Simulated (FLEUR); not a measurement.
# Ge (I4_1/amd) in FLEUR: notebook

Runs on Ge. Level: PBE. Tasks: single point.

Program: FLEUR MaX-R8.1 (later development tree). These are calculated values, not measurements. Logs are shortened: lines on timing, memory, paths and dates and some standing lists are left out, and cuts for length are marked.

**1. The structure**

The structure is tetragonal, space group I4_1/amd (No. 141). Conventional cell: a = 5.149 Å, b = 5.149 Å, c = 2.795 Å, α = 90.00°, β = 90.00°, γ = 90.00°. Ge (site symmetry -4m2) has 6 Ge at 2.67 to 2.79 Å as nearest neighbours.

This isn't the form of Ge at room conditions, which is diamond.

**2. Single point, PBE**

inp.xml

```xml
<?xml version="1.0" encoding="UTF-8" standalone="no"?>
<fleurInput fleurInputVersion="0.39">
   <comment>
      Ge                                                                                                  
   </comment>
   <calculationSetup>
      <cutoffs Kmax="4.34" Gmax="13.4" GmaxXC="13.4" numbands="0"/>
      <scfLoop itmax="60" minDistance="0.00001" maxIterBroyd="15" imix="Anderson" alpha="0.05" precondParam="0.0" spinf="2.0" sdNocoIR="T"/>
      <coreElectrons ctail="T" frcor="F" kcrel="0" coretail_lmax="0"/>
      <xcFunctional name="pbe" relativisticCorrections="F"/>
      <magnetism jspins="1"/>
      <soc l_soc="F" theta="0.0" phi="0.0" spav="F"/>
      <expertModes spex="0" secvar="F"/>
      <geometryOptimization l_f="T" forcealpha="1.0" forcemix="BFGS" epsdisp="0.0005" epsforce="0.0002"/>
      <ldaU l_linMix="F" mixParam="0.05" spinf="1.0"/>
   </calculationSetup>
   <cell>
      <bzIntegration valenceElectrons="44.0" mode="hist" fermiSmearingEnergy="0.00183747">
         <kPointListSelection listName="default-1"/>
         <!-- k-points included here -->
         <xi:include xmlns:xi="http://www.w3.org/2001/XInclude" href="kpts.xml"> </xi:include>
      </bzIntegration>
      <!-- symmetry operations included here -->
      <xi:include xmlns:xi="http://www.w3.org/2001/XInclude" href="sym.xml"> </xi:include>
      <bulkLattice scale="1.0">
         <bravaisMatrix>
            <row-1>   -4.8650804795084124     4.8650804795084124     2.6407271787013786</row-1>
            <row-2>    4.8650804795084124    -4.8650804795084124     2.6407271787013786</row-2>
            <row-3>    4.8650804795084124     4.8650804795084124    -2.6407271787013786</row-3>
         </bravaisMatrix>
      </bulkLattice>
   </cell>
   <atomSpecies>
      <species name="Germanium (Ge)" element="Ge" atomicNumber="32">
         <mtSphere radius="2.26" gridPoints="771" logIncrement="0.016"/>
         <atomicCutoffs lmax="9" lnonsphr="7"/>
         <electronConfig flipSpins="F">
            <coreConfig>(1s1/2) (2s1/2) (2p1/2) (2p3/2)</coreConfig>
            <valenceConfig>(3s1/2) (3p1/2) (3p3/2) (4s1/2) (3d3/2) (3d5/2) (4p1/2) (4p3/2)</valenceConfig>
            <stateOccupation state="(4p1/2)" spinUp="0.333333" spinDown="0.333333"/>
            <stateOccupation state="(4p3/2)" spinUp="0.666667" spinDown="0.666667"/>
         </electronConfig>
         <energyParameters s="4" p="4" d="3" f="4"/>
         <lo type="SCLO" l="0" n="3" eDeriv="0"/>
         <lo type="SCLO" l="1" n="3" eDeriv="0"/>
         <lo type="SCLO" l="1" n="3" eDeriv="1"/>
         <lo type="HELO" l="2" n="4" eDeriv="0"/>
         <lo type="HELO" l="2" n="4" eDeriv="1"/>
         <lo type="SCLO" l="3" n="4" eDeriv="2"/>
      </species>
   </atomSpecies>
   <atomGroups>
      <atomGroup species="Germanium (Ge)">
         <relPos label="                   1">-3.000/8.000 3.000/8.000 -1.000/4.000</relPos>
         <relPos label="                   2">3.000/8.000 -3.000/8.000 1.000/4.000</relPos>
         <force calculate="T" relaxXYZ="TTT"/>
      </atomGroup>
   </atomGroups>
   <output dos="F" band="F" slice="F">
      <checks vchk="F" cdinf="F"/>
      <bandDOS minEnergy="-.5*Htr" maxEnergy="0.5*Htr" sigma="0.015" storeEVData="T"/>
      <vacuumDOS vacdos="F" integ="F" star="F" nstars="0" locx1="0.0" locy1="0.0" locx2="0.0" locy2="0.0" nstm="0" tworkf="0.0"/>
      <unfoldingBand unfoldBand="F" supercellX="1" supercellY="1" supercellZ="1"/>
      <plotting iplot="0" polar="F">
         <plot TwoD="T" vec1="  1.0  0.0  0.0" vec2="  0.0  1.0  0.0" vec3="  0.0  0.0  1.0" zero="  0.0  0.0  0.0" file="plot"/>
      </plotting>
      <chargeDensitySlicing numkpt="0" minEigenval="0.0" maxEigenval="0.0" nnne="0" pallst="F"/>
      <specialOutput eonly="F"/>
      <moessbauerParams electricFieldGradient="T" isomerShift="T" coreHyperfine="T" valenceHyperfine="T"/>
      <magneticCircularDichroism mcd="F" energyLo="-10.0" energyUp="0.0"/>
   </output>
  <!-- We include the file relax.xml here to enable relaxations (see documentation) -->
  <xi:include xmlns:xi="http://www.w3.org/2001/XInclude" href="relax.xml"> <xi:fallback/> </xi:include>
</fleurInput>
```

crystal.txt

```
Ge
&input cartesian=F /
-2.5744897190  2.5744897190  1.3974126432
2.5744897190  -2.5744897190  1.3974126432
2.5744897190  2.5744897190  -1.3974126432
1.8897261246
1.0 1.0 1.0

2
32 0.5000000000  0.5000000000  0.0000000000
32 0.2500000000  0.7500000000  0.5000000000

&kpt div1=11 div2=11 div3=11 gamma=T /
```

Potentials or basis: all-electron, FLAPW.

Started as:

```sh
$ inpgen -f crystal.txt -profile fastHighL
$ # inp.xml edited to the form shown
$ fleur_MPI
```

The log of the run:

```text
Welcome to FLEUR        (www.flapw.de)
      MaX-Release 8.1          (www.max-centre.eu)

 ========== k-point set info ==========
 Selected k-point list: default-1
 k-point list type: mesh
 11 x 11 x 11
 Number of k points: 126

 ------------Calculation Setup---------------------------
 Number of MPI-tasks      :            1
 Number of PE/node        :            1
 Number of OMP-threads    :            1
 Most efficient MPI parallelization for:
           1           2           3           6           7           9          14          18          21          42          63         126
 Additional eigenvalue parallelization possible
 Number of basis functions:          448
 Approximate size of matrices (H+S) per k-point:         0.003 GB
 --------------------------------------------------------
 Iteration:     1   Distance:       4.82889551 me/bohr^3
 Iteration:     2   Distance:       4.46997788 me/bohr^3
 Iteration:     3   Distance:       2.01601498 me/bohr^3
 Iteration:     4   Distance:       0.18667078 me/bohr^3
 Iteration:     5   Distance:       0.14921382 me/bohr^3
 Iteration:     6   Distance:       0.02163172 me/bohr^3
 Iteration:     7   Distance:       0.00956502 me/bohr^3
 Iteration:     8   Distance:       0.00254567 me/bohr^3
 Iteration:     9   Distance:       0.00034472 me/bohr^3
 Iteration:    10   Distance:       0.00025244 me/bohr^3
 Iteration:    11   Distance:       0.00001864 me/bohr^3
 Iteration:    12   Distance:       0.00001892 me/bohr^3
 Iteration:    13   Distance:       0.00000111 me/bohr^3

 ********************************************************************
 Run finished successfully
 Stop message:
   Structural relaxation: Done
 ********************************************************************
```

out.xml (last iteration):

```text
<iteration numberForCurrentRun="   14" overallNumber="   14">
         <energyParameters units="Htr">
            <atomicEP atomType="1" spin="1" branch="4s" branchLowest="-5.72" branchHighest="0.89" value="-0.0444514762"/>
            <atomicEP atomType="1" spin="1" branch="4p" branchLowest="-3.77" branchHighest="1.56" value="0.1816332788"/>
            <atomicEP atomType="1" spin="1" branch="3d" branchLowest="-9.99" branchHighest="-0.58" value="-0.5956779966"/>
            <atomicEP atomType="1" spin="1" branch="4f" branchLowest="-9.99" branchHighest="3.45" value="0.5488109843"/>
            <loAtomicEP atomType="1" spin="1" branch="3s" branchLowest="-49.92" branchHighest="-5.72" value="-5.7162911064"/>
            <loAtomicEP atomType="1" spin="1" branch="3p" branchLowest="-43.56" branchHighest="-3.77" value="-3.7753402777"/>
            <loAtomicEP atomType="1" spin="1" branch="3p" branchLowest="-43.56" branchHighest="-3.77" value="-3.7753402777"/>
            <heloAtomicEP atomType="1" spin="1" branch="4d" branchLowest="2.04" branchHighest="2.04" value="2.0352894242"/>
            <heloAtomicEP atomType="1" spin="1" branch="4d" branchLowest="2.04" branchHighest="2.04" value="2.0352894242"/>
            <loAtomicEP atomType="1" spin="1" branch="4f" branchLowest="-9.99" branchHighest="3.45" value="0.5488142013"/>
         </energyParameters>
         <eigenvalues>
            <eigenvaluesAt spin="1" ikpt="1" k_x="0.00000000" k_y="0.00000000" k_z="0.00000000">
                      -5.7163026047       -5.7162828478       -3.7737231945       -3.7737182083       -3.7730682891
                      -3.7730682891       -3.7729271201       -3.7729271201       -0.6096443549       -0.6080597119
                      -0.6069146742       -0.6068756330       -0.6030296221       -0.6030296221       -0.6027923554
                      -0.6027923554       -0.6005200351       -0.5980389447       -0.1882846374        0.1513926097
                       0.2146981333        0.2146981333        0.4211385028        0.5801816115        0.5801816115
                       0.6002124137        0.6082476460        0.7229080646        0.7585670984        0.8039642741
                       0.8394492154        0.8394492154        0.8513599041        0.8516581996
            </eigenvaluesAt>
            <eigenvaluesAt spin="1" ikpt="2" k_x="0.00000000" k_y="0.00000000" k_z="0.09090909">
                      -5.7163021917       -5.7162832525       -3.7737232590       -3.7737183923       -3.7730655041
                      -3.7730653030       -3.7729298814       -3.7729297878       -0.6094823590       -0.6080886591
                      -0.6069716478       -0.6067688867       -0.6030984392       -0.6029458399       -0.6027492844
                      -0.6027370713       -0.6006152737       -0.5982090379       -0.1849293181        0.1214470268
                       0.2183788099        0.2368638853        0.4384959687        0.5433850707        0.5620305687
                       0.6049147588        0.6110443344        0.7463848804        0.7568708131        0.7862480545
                       0.8494269142        0.8606664511        0.8633297319        0.8667432693
            </eigenvaluesAt>
            <eigenvaluesAt spin="1" ikpt="3" k_x="0.00000000" k_y="0.00000000" k_z="0.18181818">
                      -5.7163010180       -5.7162844130       -3.7737230299       -3.7737187656       -3.7730570559
                      -3.7730566332       -3.7729381536       -3.7729379848       -0.6090104170       -0.6081586903
                      -0.6072179152       -0.6063466137       -0.6033182663       -0.6027362056       -0.6026458140
                      -0.6025565293       -0.6009011642       -0.5986855021       -0.1748679015        0.0713673866
                       0.2293796509        0.2670874537        0.4870109936        0.4899470540        0.5215788197
                       0.5968549332        0.6066924075        0.7470482595        0.7634134342        0.7996726331
                       0.8773795989        0.9009565912        0.9045533960        0.9090049477
            </eigenvaluesAt>
            <eigenvaluesAt spin="1" ikpt="4" k_x="0.00000000" k_y="0.00000000" k_z="0.27272727">
                      -5.7162991990       -5.7162862625       -3.7737229903       -3.7737197560       -3.7730441454
                      -3.7730430623       -3.7729515812       -3.7729508244       -0.6082676405       -0.6082344791
                      -0.6075338441       -0.6057019402       -0.6037316674       -0.6025592115       -0.6024832745
                      -0.6022763330       -0.6013371737       -0.5993721844       -0.1581200680        0.0206509367
                       0.2475797181        0.2944694015        0.4367365128        0.4755123731        0.5577623602
                       0.5878521824        0.5958184294        0.7349323111        0.7456140063        0.8626007861
                       0.9193727374        0.9374020270        0.9525722895        0.9729478609
            </eigenvaluesAt>
         </eigenvalues>
         <bandgap value="0.0112705007" units="eV"/>
         <sumValenceSingleParticleEnergies value="-79.4100927647" units="Htr"/>
         <FermiEnergy value="0.3016631337" units="Htr"/>
         <valenceDensity>
            <mtCharges spin="1">
               <mtCharge atomType="1" total="20.1371159" s="3.1581873" p="6.9654833" d="10.0039093" f="0.0083665"/>
            </mtCharges>
            <spinDependentCharge spin="1" total="44.0000000" interstitial="3.7257683" mtSpheres="40.2742317"/>
            <totalCharge value="44.0000000000"/>
         </valenceDensity>
         <coreStates atomType="     1" atomicNumber=" 32" spin="1" kinEnergy="   1818.6137301929" eigValSum="  -1165.7342541812" lostElectrons=" 0.000000">
            <state n="1" l="0" j="0.5" energy="-402.2329074524" weight="1.0000000000"/>
            <state n="2" l="0" j="0.5" energy="-49.9215700613" weight="1.0000000000"/>
            <state n="2" l="1" j="0.5" energy="-44.3518296445" weight="1.0000000000"/>
            <state n="2" l="1" j="1.5" energy="-43.1804099662" weight="2.0000000000"/>
         </coreStates>
         <allElectronCharges>
            <spinDependentCharge spin="1" total="64.0000000" interstitial="3.7257683" mtSpheres="60.2742317"/>
            <totalCharge value="64.0000000003"/>
         </allElectronCharges>
         <moessbauerParams unitsHFF="kG" unitsIS="e/bohr^3" unitsEFG="Htr/bohr^2">
            <coreIsomerShift atomType="1" isTotal="31457.15156">
               <shell n="1" l="0" isomerShift="28559.19959"/>
               <shell n="2" l="0" isomerShift="2872.71712"/>
               <shell n="2" l="1" isomerShift="25.23485"/>
            </coreIsomerShift>
            <isomerShift atomType="1" nucleusRadius="0.0000986" averageDensity="31928.29729"/>
            <electricFieldGradient atomType="1" VXX="-0.13903" VYY="-0.13903" VZZ="0.27807" asymParam="0.00000">
            </electricFieldGradient>
         </moessbauerParams>
         <totalEnergy                                    value="    -4198.1519019333" units="Htr">
            <sumOfEigenvalues                            value="    -2410.8786011270">
               <coreElectrons value="-2331.4685083623"/>
               <valenceElectrons value="-79.4100927647"/>
            </sumOfEigenvalues>
            <densityCoulombPotentialIntegral value="-6489.4271212182"/>
            <densityEffectivePotentialIntegral value="-6696.9074130680"/>
            <chargeDenXCDenIntegral value="-159.5080922032"/>
            <FockExchangeEnergyValence value="0.0000000000"/>
            <FockExchangeEnergyCore value="0.0000000000"/>
            <atomTypeDependentContributions atomType="1">
               <electronNucleiInteractionDifferentMTs value="5046.8991164610"/>
               <MadelungTerm value="-33.0599446010"/>
            </atomTypeDependentContributions>
            <tkbTimesEntropy value="0.0002936262"/>
            <freeEnergy value="-4198.1521955595"/>
            <extrapolationTo0K value="-4198.1520487464"/>
         </totalEnergy>
         <totalForcesOnRepresentativeAtoms units="Htr/bohr">
            <forceTotal atomType="1" x="2.432540" y="-4.865080" z="0.660182" F_x="0.00000000" F_y="0.00000000" F_z="0.00000000"/>
         </totalForcesOnRepresentativeAtoms>
      </iteration>
```

It took 2.6 min on 1 thread of Arm Neoverse V1, shared host; peak memory 0.07 GiB.

What came out:

| Quantity | Value |
| --- | --- |
| Free energy | -114237.5409 eV |
| Band gap on the k mesh | none (metal or under the smearing width) |
| Valence electrons inside the program's atomic spheres | Ge 20.14 (radii Ge 2.26 bohr) |

Levels at points of the mesh, in eV from the Fermi level:
| k point | band 20 | band 21 | band 22 | band 23 | band 24 | band 25 |
| --- | --- | --- | --- | --- | --- | --- |
| (0.00, 0.00, 0.00) | -4.09 | -2.37 | -2.37 | 3.25 | 7.58 | 7.58 |

Core levels (eV from the Fermi level):
```csv
atom,levels
1 Ge,"1s1/2 -10953.5, 2s1/2 -1366.6, 2p1/2 -1215.1, 2p3/2 -1183.2"
2 Ge,"1s1/2 -10953.5, 2s1/2 -1366.6, 2p1/2 -1215.1, 2p3/2 -1183.2"
```

**3. Single point, PBE (atoms moved at random, drawn with an rms of 0.05 Å)**

Changes to inp.xml since step 2:

```diff
@@ -34,3 +34,3 @@
       <species name="Germanium (Ge)" element="Ge" atomicNumber="32">
-         <mtSphere radius="2.26" gridPoints="771" logIncrement="0.016"/>
+         <mtSphere radius="2.26" gridPoints="757" logIncrement="0.016"/>
          <atomicCutoffs lmax="9" lnonsphr="7"/>
@@ -53,4 +53,4 @@
       <atomGroup species="Germanium (Ge)">
-         <relPos label="                   1">-3.000/8.000 3.000/8.000 -1.000/4.000</relPos>
-         <relPos label="                   2">3.000/8.000 -3.000/8.000 1.000/4.000</relPos>
+         <relPos label="                   1">-.3830545000 .3659150000 .2431840000</relPos>
+         <relPos label="                   2">.3830545000 -.3659150000 -.2431840000</relPos>
          <force calculate="T" relaxXYZ="TTT"/>
```

Changes to crystal.txt since step 2:

```diff
@@ -9,4 +9,4 @@
 2
-32 0.5000000000  0.5000000000  0.0000000000
-32 0.2500000000  0.7500000000  0.5000000000
+32 0.4789340000  0.4743510000  -0.0067190000
+32 0.2450430000  0.7425210000  0.5069130000
```

Potentials or basis: all-electron, FLAPW.

Started as:

```sh
$ inpgen -f crystal.txt -profile fastHighL
$ # inp.xml edited to the form shown
$ fleur_MPI
```

The log of the run:

```text
Welcome to FLEUR        (www.flapw.de)
      MaX-Release 8.1          (www.max-centre.eu)

 ========== k-point set info ==========
 Selected k-point list: default-1
 k-point list type: mesh
 11 x 11 x 11
 Number of k points: 666

 ------------Calculation Setup---------------------------
 Number of MPI-tasks      :            1
 Number of PE/node        :            1
 Number of OMP-threads    :            1
 Most efficient MPI parallelization for:
           1           2           3           6           9          18          37          74         111         222         333         666
 Additional eigenvalue parallelization possible
 Number of basis functions:          448
 Approximate size of matrices (H+S) per k-point:         0.003 GB
 --------------------------------------------------------
 Iteration:     1   Distance:       4.55749477 me/bohr^3
 Iteration:     2   Distance:       4.21309587 me/bohr^3
 Iteration:     3   Distance:       1.99547712 me/bohr^3
 Iteration:     4   Distance:       0.20503327 me/bohr^3
 Iteration:     5   Distance:       0.18037608 me/bohr^3
 Iteration:     6   Distance:       0.04414884 me/bohr^3
 Iteration:     7   Distance:       0.01593188 me/bohr^3
 Iteration:     8   Distance:       0.01143870 me/bohr^3
 Iteration:     9   Distance:       0.00107888 me/bohr^3
 Iteration:    10   Distance:       0.00132274 me/bohr^3
 Iteration:    11   Distance:       0.00013066 me/bohr^3
 Iteration:    12   Distance:       0.00003541 me/bohr^3
 Iteration:    13   Distance:       0.00002424 me/bohr^3
 Iteration:    14   Distance:       0.00000531 me/bohr^3
 Reset of history

 ********************************************************************
 Run finished successfully
 Stop message:
   Structural relaxation: new displacements generated
 ********************************************************************
```

It took 21 min on 1 thread of Arm Neoverse V1, shared host; peak memory 0.18 GiB.

Results:

```
Free energy                                           : -114237.5357 eV
Largest force                                         : 0.196 eV/Å
Band gap on the k mesh                                : none (metal or under the smearing width)
Valence electrons inside the program's atomic spheres : Ge 20.14 (radii Ge 2.26 bohr)
```

Forces on the atoms (eV/Å):
```
Ge   0.164  0.105  0.021
Ge  -0.164 -0.105 -0.021
```

Levels at points of the mesh, in eV from the Fermi level:
| k point | band 19 | band 20 | band 21 | band 22 | band 23 | band 24 | band 25 | band 26 |
| --- | --- | --- | --- | --- | --- | --- | --- | --- |
| (0.00, 0.00, 0.00) | -13.33 | -4.08 | -2.38 | -2.34 | 3.24 | 7.56 | 7.63 | 8.13 |

Core levels (eV from the Fermi level):
| atom | levels |
| --- | --- |
| 1 Ge | 1s1/2 -10953.5, 2s1/2 -1366.6, 2p1/2 -1215.1, 2p3/2 -1183.2 |
| 2 Ge | 1s1/2 -10953.5, 2s1/2 -1366.6, 2p1/2 -1215.1, 2p3/2 -1183.2 |
